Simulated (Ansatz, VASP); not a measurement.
AlCu3: VASP beside Ansatz

```xyz
4
Lattice="3.6319 0.0000 0.0000 0.0000 3.6319 0.0000 0.0000 0.0000 3.6319" Properties=species:S:1:pos:R:3 pbc="T T T"
Al    0.0000    0.0000    0.0000
Cu    1.8159    1.8159    0.0000
Cu    1.8159    0.0000    1.8159
Cu    0.0000    1.8159    1.8159
```

Alike in both runs: functional PBEsol; k mesh 12 × 12 × 12; occupations gaussian, width 0.1 eV; no spin polarisation.

Ansatz relaxed the structure, and its values are those at the end. VASP's run is a single point on that final structure, the one shown.

|  | VASP | Ansatz |
| --- | --- | --- |
| version | VASP 6.6.1 | Ansatz 0.2.0 |
| potentials or method | VASP PAW PBE potentials, release 64 (Al, Cu) | scalar-relativistic, plane waves, PAW |
| plane-wave cutoff (eV) | 520 | 420 |
| valence electrons in the cell | 36 | 60 |

VASP gave:

- gap on the k mesh at the Fermi level (eV): none
- pressure (GPa): 0.6

Task: What did Ansatz give for the same quantities?

Result: gap on the k mesh at the Fermi level (eV): none; pressure (GPa): 0.0.

A gap of «none» marks a metal or a gap that the smearing closes. The two sets of potentials don't hold the same shells in valence.

Caveats: the PAW data sets were made with another functional, which shifts forces and pressure a little (VASP).
